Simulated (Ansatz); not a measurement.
Consider the ligand exchange at a B–C bond: `O=CB(F)F` + `CC(=O)O` → `CC(=O)OB(F)F` + `C=O`.

Gas-phase electronic energies from Ansatz, PBE0-D4/def2-TZVP geometries. CCSD(T)/CBS adds triple-zeta CCSD(T) − MP2 to the extrapolated MP2 energy (def2 sets, frozen cores). This one scheme is used for every species. Functionals use def2-TZVPP. One conformer a species, not always the lowest.

`O=CB(F)F`:

```xyz
6

O    -0.225    0.964    1.486
C    -0.210   -0.029    0.804
B     0.194    0.020   -0.750
F     0.525    1.145   -1.327
F     0.194   -1.086   -1.460
H    -0.479   -1.014    1.246
```

`CC(=O)O`:

Cartesian coordinates in Å:
```
C -0.252 -0.800 -0.468
C 0.339 0.275 0.387
O 1.248 0.143 1.159
O -0.278 1.457 0.195
H -1.314 -0.910 -0.242
H -0.172 -0.521 -1.520
H 0.269 -1.736 -0.288
H 0.159 2.092 0.779
```

`CC(=O)OB(F)F`:

Cartesian coordinates in Å:
```
C 0.584 0.927 1.236
C -0.413 0.224 0.379
O -1.545 -0.017 0.653
O 0.129 -0.094 -0.844
B -0.314 -1.111 -1.639
F -0.964 -2.155 -1.178
F -0.001 -1.067 -2.915
H 0.963 1.806 0.710
H 1.437 0.271 1.421
H 0.123 1.218 2.176
```

`C=O`:

```xyz
4

C     0.000    0.004    0.002
O     0.107   -1.047   -0.557
H    -0.913    0.278    0.570
H     0.806    0.765   -0.015
```

```csv
level,ΔE (eV)
BLYP-D4,-1.04
PBE-QIDH,-1.08
PBE0,-1.01
CAM-B3LYP,-1.08
```

Q: What does CCSD(T)/CBS give? (Estimate.)

A: Ansatz gave: -1.07 eV. The listed levels differ from it by 0.03, -0.01, 0.06, -0.01 eV.

Q: What do rigid-rotor, harmonic-oscillator terms from PBE0-D4/def2-TZVP frequencies (298.15 K, 1 bar) make of the CCSD(T)/CBS value? (Estimate.)

A: Ansatz gave: ΔZPE = -0.04 eV, ΔH = -1.10 eV, ΔS = -15 J/(mol·K), ΔG = -1.05 eV. Modes under 50 cm⁻¹ make the entropy rough.

Largest T1 diagnostic among the species: 0.015.

From BLYP to BHLYP (50 % exact exchange), in def2-TZVPP and without D4, ΔE moves by −0.14 eV. At CCSD(T), def2-SVP lies −0.12 eV from the extrapolated value and def2-TZVPP −0.02 eV. In def2-TZVPP, CCSD(T) changes the Hartree–Fock value by +0.14 eV (the triples alone add +0.02 eV) and MP2 by +0.13 eV.

CCSD(T)/CBS has its own doubt, a few kJ/mol and more with outer-core shells, so smaller differences from it don't rank the levels.
